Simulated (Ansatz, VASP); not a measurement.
**In2O3: VASP beside Ansatz**

Wanted: the spread between two codes on one cell, functional and k mesh. The cell is taken from a series of runs on this material, whose earlier steps may have relaxed, scaled, displaced or heated it; both programs get it as it stands.

Program: Ansatz 0.2.0. Level of theory: plane waves, with VASP 6.6.1 beside it; relaxation of cell and atoms at PBEsol. Results are calculated unless marked as measured.

### 1. The structure

The structure is trigonal, space group R-3c (No. 167). Conventional cell: a = 5.513 Å, b = 5.513 Å, c = 14.536 Å, α = 90.00°, β = 90.00°, γ = 120.00°. Nearest to In lie 6 O at 2.13 to 2.26 Å. Nearest to O lie 4 In at 2.13 to 2.26 Å. Farther neighbours and most contacts between anions are not listed.

Structure file:

```xyz
10
Lattice="2.7563 1.5913 4.8453 -2.7563 1.5913 4.8453 0.0000 -3.1827 4.8453" Properties=species:S:1:pos:R:3 pbc="T T T"
In    0.0000    0.0000    5.1956
In    0.0000    0.0000    2.0724
In    0.0000    0.0000    9.3404
In    0.0000    0.0000   12.4635
O    -1.1255    1.5913    8.4793
O    -0.8154   -1.7704    8.4793
O     1.9409    0.1790    8.4793
O     1.1255   -1.5913    6.0566
O     0.8154    1.7704    6.0566
O    -1.9409   -0.1790    6.0566
```

### 2. VASP: relaxation of cell and atoms, PBEsol

The relaxed volume is the usual yardstick between codes: in a stiff, nearly cubic crystal its relative difference is about their pressure difference at one cell divided by the bulk modulus.

Lines of VASP's logs that name or quote its potential files are left out, and so is its time.

Input file INCAR:

```
SYSTEM = In2O3
PREC = Accurate
ENCUT = 600
EDIFF = 1E-07
NELM = 120
ISMEAR = -1
SIGMA = 0.02
LREAL = .FALSE.
ALGO = Normal
GGA = PS
NBANDS = 54
LORBIT = 11
LWAVE = .FALSE.
LCHARG = .FALSE.
ISIF = 3
IBRION = 2
NSW = 80
EDIFFG = -0.005
LASPH = .TRUE.
GGA_COMPAT = .FALSE.
NELMIN = 4
EFERMI = MIDGAP
KPAR = 2
```

Input file POSCAR:

```
In2O3
1.0
    2.7562973482      1.5913490143      4.8453153340
   -2.7562973482      1.5913490143      4.8453153340
    0.0000000000     -3.1826980336      4.8453153323
In O
4 6
Direct
    0.3574280141      0.3574280141      0.3574280141
    0.1425719859      0.1425719859      0.1425719859
    0.6425719859      0.6425719859      0.6425719859
    0.8574280141      0.8574280141      0.8574280141
    0.5458356009      0.9541643991      0.2500000000
    0.2500000000      0.5458356009      0.9541643991
    0.9541643991      0.2500000000      0.5458356009
    0.4541643991      0.0458356009      0.7500000000
    0.7500000000      0.4541643991      0.0458356009
    0.0458356009      0.7500000000      0.4541643991
```

Input file KPOINTS:

```
Automatic mesh
0
Gamma
6 6 6
0 0 0
```

Potentials, in the order of the species: In_d and O (PBE family, release 64).

The run is started by

```bash
$ mpirun -np 2 vasp_std
```

Numbers of over 12 decimals in the logs are rounded to 6 here.

The program printed:

```text
[banner, memory and clock lines left out]
running    2 mpi-ranks, on    1 nodes
 distrk:  each k-point on    1 cores,    2 groups
 distr:  one band on    1 cores,    1 groups

 POSCAR found type information on POSCAR InO
 POSCAR found :  2 types and      10 ions
|                                                                             |
|               ----> ADVICE to this user running VASP <----                  |
|                                                                             |
|     You enforced a specific xc type in the INCAR file but a different       |
|     [... a line on the potential file left out ...]
|     I HOPE YOU KNOW WHAT YOU ARE DOING!                                     |
|                                                                             |

 LDA part: xc-table for (Slater+PW92), standard interpolation
 POSCAR, INCAR and KPOINTS ok, starting setup
 FFT: planning ... GRIDC
 FFT: planning ... GRID_SOFT
 FFT: planning ... GRID
 WAVECAR not read
 entering main loop
       N       E                     dE             d eps       ncg     rms          rms(c)
DAV:   1     0.132535510441E+04    0.13254E+04   -0.45090E+04  3562   0.257E+03
DAV:   2     0.218924388370E+03   -0.11064E+04   -0.10585E+04  3536   0.698E+02
DAV:   3    -0.443049541345E+02   -0.26323E+03   -0.25494E+03  3820   0.289E+02
DAV:   4    -0.677153858402E+02   -0.23410E+02   -0.23197E+02  4696   0.914E+01
DAV:   5    -0.681977927815E+02   -0.48241E+00   -0.48112E+00  4424   0.142E+01    0.216E+01
DAV:   6    -0.594421458561E+02    0.87556E+01   -0.34182E+01  5188   0.604E+01    0.169E+01
DAV:   7    -0.594984753099E+02   -0.56329E-01   -0.31607E+00  3960   0.104E+01    0.433E+00
DAV:   8    -0.594302026960E+02    0.68273E-01   -0.27483E-01  5264   0.324E+00    0.238E+00
DAV:   9    -0.594042036521E+02    0.25999E-01   -0.58015E-02  5272   0.300E+00    0.448E-01
DAV:  10    -0.594018053652E+02    0.23983E-02   -0.17955E-02  4912   0.133E+00    0.831E-02
DAV:  11    -0.594021974139E+02   -0.39205E-03   -0.18130E-03  4408   0.269E-01    0.927E-02
DAV:  12    -0.594022037958E+02   -0.63819E-05   -0.25218E-04  5560   0.120E-01    0.277E-02
DAV:  13    -0.594022041283E+02   -0.33254E-06   -0.12944E-05  4732   0.281E-02    0.105E-02
DAV:  14    -0.594022049387E+02   -0.81033E-06   -0.10275E-06  4112   0.608E-03    0.281E-03
DAV:  15    -0.594022049506E+02   -0.11889E-07   -0.63638E-08  2816   0.202E-03
   1 F= -.59402205E+02 E0= -.59402205E+02  d E =-.594022E+02
 curvature:   0.00 expect dE= 0.000E+00 dE for cont linesearch  0.000E+00
 trial: gam= 0.00000 g(F)=  0.220E-05 g(S)=  0.146E-02 ort = 0.000E+00 (trialstep = 0.100E+01)
 search vector abs. value=  0.146E-02
 bond charge predicted
       N       E                     dE             d eps       ncg     rms          rms(c)
DAV:   1    -0.594177488302E+02   -0.15544E-01   -0.42235E-01  4402   0.767E+00    0.102E+00
DAV:   2    -0.594042659875E+02    0.13483E-01   -0.36875E-02  4592   0.190E+00    0.270E-01
DAV:   3    -0.594024189747E+02    0.18470E-02   -0.45877E-03  4920   0.113E+00    0.983E-02
DAV:   4    -0.594022269655E+02    0.19201E-03   -0.76778E-04  5076   0.382E-01    0.940E-02
DAV:   5    -0.594022472968E+02   -0.20331E-04   -0.11692E-04  4026   0.671E-02    0.108E-01
DAV:   6    -0.594022065298E+02    0.40767E-04   -0.60339E-05  4100   0.647E-02    0.118E-02
DAV:   7    -0.594022043204E+02    0.22093E-05   -0.67598E-06  4632   0.438E-02    0.113E-02
DAV:   8    -0.594022063445E+02   -0.20241E-05   -0.20138E-06  4986   0.125E-02    0.214E-03
DAV:   9    -0.594022066354E+02   -0.29086E-06   -0.16108E-07  2540   0.792E-03    0.154E-03
DAV:  10    -0.594022064978E+02    0.13752E-06   -0.13465E-07  2190   0.340E-03    0.932E-04
DAV:  11    -0.594022065175E+02   -0.19652E-07   -0.46969E-08  2142   0.197E-03
   2 F= -.59402207E+02 E0= -.59402207E+02  d E =-.156692E-05
 trial-energy change:   -0.000002  1 .order    0.000003   -0.001465    0.001471
 step:   0.5014(harm=  0.4989)  dis= 0.00007  next Energy=   -59.402573 (dE=-0.368E-03)
 bond charge predicted
       N       E                     dE             d eps       ncg     rms          rms(c)
DAV:   1    -0.594064311209E+02   -0.42246E-02   -0.10450E-01  4388   0.379E+00    0.514E-01
DAV:   2    -0.594030577144E+02    0.33734E-02   -0.91822E-03  4568   0.951E-01    0.135E-01
DAV:   3    -0.594026024407E+02    0.45527E-03   -0.11408E-03  4936   0.562E-01    0.502E-02
DAV:   4    -0.594025646070E+02    0.37834E-04   -0.18918E-04  5016   0.190E-01    0.471E-02
DAV:   5    -0.594025679088E+02   -0.33017E-05   -0.29282E-05  3996   0.336E-02    0.540E-02
DAV:   6    -0.594025728137E+02   -0.49049E-05   -0.15002E-05  4128   0.326E-02    0.586E-03
DAV:   7    -0.594025719932E+02    0.82051E-06   -0.17214E-06  4344   0.227E-02    0.518E-03
DAV:   8    -0.594025707509E+02    0.12423E-05   -0.43548E-07  3534   0.575E-03    0.123E-03
DAV:   9    -0.594025705288E+02    0.22212E-06   -0.57594E-08  2124   0.367E-03    0.595E-04
DAV:  10    -0.594025705840E+02   -0.55197E-07   -0.49034E-08  2016   0.193E-03
   3 F= -.59402571E+02 E0= -.59402571E+02  d E =-.365633E-03
 curvature:  -0.25 expect dE=-0.439E-06 dE for cont linesearch -0.505E-07
 trial: gam= 0.01296 g(F)=  0.446E-06 g(S)=  0.132E-05 ort =-0.172E-04 (trialstep = 0.900E+00)
 search vector abs. value=  0.156E-05
 reached required accuracy - stopping structural energy minimisation
```

From OUTCAR (step 2):

```text
ion  position               nearest neighbor table
   1  0.357  0.357  0.357-  10 2.13   8 2.13   9 2.13   6 2.26   5 2.26   7 2.26   2 3.12   3 3.26
                             3 3.26   3 3.26   2 3.62   2 3.62   2 3.62   4 4.00   4 4.00   4 4.00
   2  0.143  0.143  0.143-   9 2.13   8 2.13  10 2.13   7 2.26   5 2.26   6 2.26   1 3.12   4 3.26
                             4 3.26   4 3.26   1 3.62   1 3.62   1 3.62   3 4.00   3 4.00   3 4.00
   3  0.643  0.643  0.643-   7 2.13   5 2.13   6 2.13   9 2.26   8 2.26  10 2.26   4 3.12   1 3.26
                             1 3.26   1 3.26   4 3.62   4 3.62   4 3.62   2 4.00   2 4.00   2 4.00
   4  0.857  0.857  0.857-   6 2.13   5 2.13   7 2.13  10 2.26   8 2.26   9 2.26   3 3.12   2 3.26
                             2 3.26   2 3.26   3 3.62   3 3.62   3 3.62   1 4.00   1 4.00   1 4.00
   5  0.546  0.954  0.250-   3 2.13   4 2.13   1 2.26   2 2.26
   6  0.250  0.546  0.954-   4 2.13   3 2.13   1 2.26   2 2.26
   7  0.954  0.250  0.546-   3 2.13   4 2.13   2 2.26   1 2.26
   8  0.454  0.046  0.750-   1 2.13   2 2.13   3 2.26   4 2.26
   9  0.750  0.454  0.046-   2 2.13   1 2.13   3 2.26   4 2.26
  10  0.046  0.750  0.454-   1 2.13   2 2.13   4 2.26   3 2.26

  LATTYP: Found a trigonal (rhomboedric) cell.
 ALAT       =     5.7971240665
 COS(alpha) =     0.5478766464

 Subroutine GETGRP returns: Found 12 space group operations
 (whereof  6 operations were pure point group operations)

The static configuration has the point symmetry S_6 .
 The point group associated with its full space group is D_3d.

 Found     32 irreducible k-points:

   k-points           NKPTS =     32   k-points in BZ     NKDIM =     32   number of bands    NBANDS=     54

   dimension x,y,z NGX =    48 NGY =   48 NGZ =   48
   dimension x,y,z NGXF=    96 NGYF=   96 NGZF=   96

   ENCUT  =  600.0 eV  44.10 Ry    6.64 a.u.  11.58 11.58 11.58*2*pi/ulx,y,z

   NELECT =      88.0000    total number of electrons

 k-points in reciprocal lattice and weights: Automatic mesh
   0.00000000  0.00000000  0.00000000       0.005
   0.16666667 -0.00000000  0.00000000       0.028
   0.33333333 -0.00000000  0.00000000       0.028
   0.50000000  0.00000000  0.00000000       0.014
   0.16666667  0.16666667 -0.00000000       0.028
   0.33333333  0.16666667  0.00000000       0.056
   0.50000000  0.16666667  0.00000000       0.056
  -0.33333333  0.16666667  0.00000000       0.056
  -0.16666667  0.16666667  0.00000000       0.028
[...]
-0.33333333  0.50000000  0.33333333       0.028
   0.50000000  0.50000000  0.50000000       0.005

 average (electrostatic) potential at core
       1 -93.0307       2 -93.0307       3 -93.0307       4 -93.0307       5 -67.9269
       6 -67.9269       7 -67.9269       8 -67.9269       9 -67.9269      10 -67.9269

 E-fermi :   5.8686

 k-point     1 :       0.0000    0.0000    0.0000
  band No.  band energies     occupation
    ...
     40       4.9396      2.00000
     41       5.0592      2.00000
     42       5.0592      2.00000
     43       5.2688      2.00000
     44       5.2688      2.00000
     45       6.4152      0.00000
     46      10.6585      0.00000
     47      11.4036      0.00000
     48      12.4075      0.00000
     49      14.3462      0.00000
    ...

 k-point     2 :       0.1667   -0.0000    0.0000
  band No.  band energies     occupation
    ...
     40       4.8269      2.00000
     41       5.0455      2.00000
     42       5.1115      2.00000
     43       5.1226      2.00000
     44       5.2654      2.00000
     45       7.3225      0.00000
     46      10.9717      0.00000
     47      11.2645      0.00000
     48      12.1283      0.00000
     49      13.3593      0.00000
    ...

 k-point     3 :       0.3333   -0.0000    0.0000
  band No.  band energies     occupation
    ...
     40       4.6831      2.00000
     41       4.7115      2.00000
     42       4.7891      2.00000
     43       5.1846      2.00000
     44       5.3220      2.00000
     45       8.7474      0.00000
     46      11.0337      0.00000
     47      11.1640      0.00000
     48      11.4309      0.00000
     49      12.9758      0.00000
    ...

  Total        0.0008958      0.0008958     -0.0164653     -0.0000000      0.0000000      0.0000000
  in kB        0.0112299      0.0112299     -0.2064064     -0.0000000      0.0000000      0.0000000
  external PRESSURE =      -0.0613155 kB  Pullay stress =       0.0000000 kB

  energy-cutoff  :      600.00
  volume of cell :      127.81
      direct lattice vectors                 reciprocal lattice vectors
     2.758599229  1.592678006  4.848297174     0.181251410  0.104645550  0.068752661
    -2.758599229  1.592678006  4.848297174    -0.181251410  0.104645550  0.068752661
     0.000000000 -3.185356017  4.848297172     0.000000000 -0.209291101  0.068752661

 POSITION                                       TOTAL-FORCE (eV/Angst)
 -----------------------------------------------------------------------------------
      0.00000     -0.00000      5.19882         0.000000      0.000000     -0.000899
      0.00000     -0.00000      2.07363         0.000000     -0.000000      0.000899
      0.00000     -0.00000      9.34607         0.000000     -0.000000      0.000899
      0.00000     -0.00000     12.47126         0.000000      0.000000     -0.000899
     -1.12645      1.59268      8.48452        -0.001001     -0.000000     -0.000000
     -0.81607     -1.77188      8.48452         0.000500     -0.000867     -0.000000
      1.94253      0.17920      8.48452         0.000500      0.000867      0.000000
      1.12645     -1.59268      6.06037         0.001001     -0.000000      0.000000
      0.81607      1.77188      6.06037        -0.000500      0.000867      0.000000
     -1.94253     -0.17920      6.06037        -0.000500     -0.000867     -0.000000
 -----------------------------------------------------------------------------------
    total drift:                               -0.000000      0.000000     -0.000000

  FREE ENERGIE OF THE ION-ELECTRON SYSTEM (eV)
  ---------------------------------------------------
  free  energy   TOTEN  =       -59.4025705840 eV

  energy  without entropy=      -59.4025705840  energy(sigma->0) =      -59.40257058

 reached required accuracy - stopping structural energy minimisation

 total charge
# of ion       s       p       d       tot
------------------------------------------
    1        0.647   0.655  10.064  11.366
    2        0.647   0.655  10.064  11.366
    3        0.647   0.655  10.064  11.366
    4        0.647   0.655  10.064  11.366
    5        1.556   3.423   0.000   4.979
    6        1.556   3.423   0.000   4.979
    7        1.556   3.423   0.000   4.979
    8        1.556   3.423   0.000   4.979
    9        1.556   3.423   0.000   4.979
   10        1.556   3.423   0.000   4.979
--------------------------------------------------
tot         11.924  23.159  40.254  75.337

[... 3 further parts left out ...]
```

(Continued in part 2 of 2.)

[Lines on the potential files, build, host, timing and source positions are cut from VASP's logs without a mark.]

[Logs are printed without paths, hosts, clocks, repeated set-up lines and the standing remarks that a program may print on its own settings, such as how far it seeks lower states.]

[Hosts, paths, dates, database ids (printed as entryN), source tags and the programs' standing remarks are cut or masked in the printed files.]
